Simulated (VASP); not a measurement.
Wanted: the native input for a VASP 6.6.1 run.

```
Task                   : relaxation of cell and atoms
Functional             : vdW-DF
Potentials or basis    : VASP PAW PBE potentials, release 64 (Ru_pv)
Cutoff                 : 600 eV
k mesh                 : 11 × 11 × 6
Occupations            : fermi-dirac, width 0.05 eV
Spin                   : no spin polarisation
Further INCAR settings : ALGO = Normal; EDIFF = 1e-07; IBRION = 2; EDIFFG = -0.005; NSW = 40; ISIF = 3
```

The structure of Ru lies in POSCAR:

```
Ru
1.0
    2.7058000000      0.0000000000      0.0000000000
   -1.3529000000      2.3432915376      0.0000000000
    0.0000000000      0.0000000000      4.2819000000
Ru
2
Direct
    0.6666666667      0.3333333333      0.7500000000
    0.3333333333      0.6666666667      0.2500000000
```

The input as run:

INCAR

```
SYSTEM = Ru
PREC = Accurate
ENCUT = 600
EDIFF = 1E-7
ISMEAR = -1
SIGMA = 0.05
LREAL = .FALSE.
LASPH = .TRUE.
NELM = 100
ALGO = Normal
ISIF = 3
LWAVE = .FALSE.
LCHARG = .FALSE.
GGA = RE
LUSE_VDW = .TRUE.
AGGAC = 0.0
IBRION = 2
NSW = 40
EDIFFG = -0.005
```

KPOINTS

```
regular mesh
0
G
  11 11 6
  0 0 0
```

Potentials or basis: VASP PAW PBE potentials, release 64 (Ru_pv).

The run is started by

```console
$ cat potpaw_PBE.64/Ru_pv/POTCAR > POTCAR
$ mpirun -np 1 vasp_std > vasp.out
```

Results of the run:

- Relaxed volume: 14.24 Å³/atom
- Relaxed cell: a = 2.751 Å, b = 2.751 Å, c = 4.346 Å, α = 90.00°, β = 90.00°, γ = 120.00°
- Space group after relaxing (to 0.05 Å): P6_3/mmc (No. 194)
- Energy gained by relaxing: 29.6 meV/atom
- Ionic steps: 9
- Pressure after relaxing: 0.0 GPa
- Band gap on the k mesh: none (metal or under the smearing width)

Caveat: the PAW data sets were made with another functional, which shifts forces and pressure a little.

Run time: 3.2 min on 1 thread of Intel(R) Xeon(R) 6975P-C (Granite Rapids), with other jobs on the host, peak memory 0.34 GiB.
